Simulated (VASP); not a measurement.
# Ge: restarted molecular dynamics, 2 variants

Ge, I4_1/amd (no. 141), 8 atoms in the cell. PBE, molecular dynamics; PAW potentials Ge (PBE set).

| Restart from | Temperature at the end (K) | The same without a restart (K) | Potential energy at the end (eV/atom) | The same without a restart (eV/atom) | Electronic steps in the first step after the restart | Time (s) |
|---|---|---|---|---|---|---|
| CONTCAR with velocities, WAVECAR read | 487.0 | 487.0 | -4.19871 | -4.19871 | 4 | 168 |
| CONTCAR with velocities, no WAVECAR | 487.0 | 487.0 | -4.19871 | -4.19871 | 12 | 178 |

Limits: 180 fs of 8 atoms are too short for converged averages; the cell is only 5.1 Å across, so each atom moves in step with near copies of itself.

## Input of the first row

INCAR.step1:
```
ALGO = Fast
ANDERSEN_PROB = 0.0
EDIFF = 1E-6
ENCUT = 200
GGA = PE
IBRION = 0
ISIF = 2
ISMEAR = -1
ISYM = 0
KPAR = 2
LASPH = T
LCHARG = F
LREAL = Auto
LWAVE = T
MDALGO = 1
NELM = 60
NELMIN = 4
NSW = 30
POTIM = 3.0
PREC = Normal
RANDOM_SEED = 249997 0 0
SIGMA = 0.05
TEBEG = 1000
```

INCAR.step2, as INCAR.step1 but for:
```
- LWAVE = T
+ LWAVE = F
```

KPOINTS:
```
k-points
0
Gamma
  3 3 2
```

POSCAR.step1:
```
Ge
1.0
    5.1489794380      0.0000000000      0.0000000000
    0.0000000000      5.1489794380      0.0000000000
    0.0000000000      0.0000000000      5.5896505728
Ge
8
Direct
    0.0000000000      0.0000000000      0.2500000000
    0.0000000000      0.0000000000      0.7500000000
    0.0000000000      0.5000000000      0.3750000000
    0.0000000000      0.5000000000      0.8750000000
    0.5000000000      0.5000000000      0.0000000000
    0.5000000000      0.5000000000      0.5000000000
    0.5000000000      0.0000000000      0.1250000000
    0.5000000000      0.0000000000      0.6250000000
```

Commands (each step's output is kept before the next begins):
```
cat potpaw_PBE.64/Ge/POTCAR > POTCAR
cp INCAR.step1 INCAR
cp POSCAR.step1 POSCAR
mpirun -np 2 vasp_std > vasp.out
cp CONTCAR POSCAR
cp INCAR.step2 INCAR
mpirun -np 2 vasp_std > vasp.out
```

Changes of the last row against the first:
```
(step 1)
- LWAVE = True
+ LWAVE = False
```

VASP 6.6.1 took 168 s on 2 cores (AMD EPYC 7R13 (Zen 3)), a shared host.
